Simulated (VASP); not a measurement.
The system is Bi.

```
CELL_PARAMETERS angstrom
3.68484 0.00000 0.00000
-1.84242 3.19117 0.00000
0.00000 0.00000 6.01858
ATOMIC_POSITIONS crystal
Bi 0.33333 0.66667 0.75000
Bi 0.66667 0.33333 0.25000
```

The cell was built by a generator and needn't be a form met in nature.

```yaml
Program: VASP 6.6.1
Task: relaxation of cell and atoms
Functional: PBE
Potentials_or_basis: VASP PAW PBE potentials, release 64 (Bi_d)
Cutoff: 600 eV
k_mesh: 6 × 6 × 4
Occupations: gaussian, width 0.05 eV
Spin: no spin polarisation
```

At the start: pressure -5.0 GPa; volume 35.39 Å³/atom.

Problem. How do energy, volume and symmetry change on relaxing?

Solution. Over 4 steps the energy falls by 72.7 meV/atom and the volume is 31.33 Å³/atom (-11.5 %); space group P6_3/mmc (No. 194, to 0.05 Å).

The path:
```tsv
step	energy change (eV)	largest force (eV/Å)	pressure (GPa)	volume (Å³)
1	0.0000	0.0000	-4.97	70.77
2	-0.1251	0.0000	2.52	60.10
3	-0.1431	0.0000	0.07	62.62
4	-0.1453	0.0000	0.00	62.65
```

Final structure:
```cif
data_structure
_symmetry_space_group_name_H-M 'P 1'
_symmetry_Int_Tables_number 1
_cell_length_a 3.5109
_cell_length_b 3.5109
_cell_length_c 5.8689
_cell_angle_alpha 90.000
_cell_angle_beta 90.000
_cell_angle_gamma 120.000
_cell_volume 62.65
loop_
_atom_site_label
_atom_site_type_symbol
_atom_site_fract_x
_atom_site_fract_y
_atom_site_fract_z
_atom_site_occupancy
Bi1 Bi 0.33333 0.66667 0.75000 1
Bi2 Bi 0.66667 0.33333 0.25000 1
```
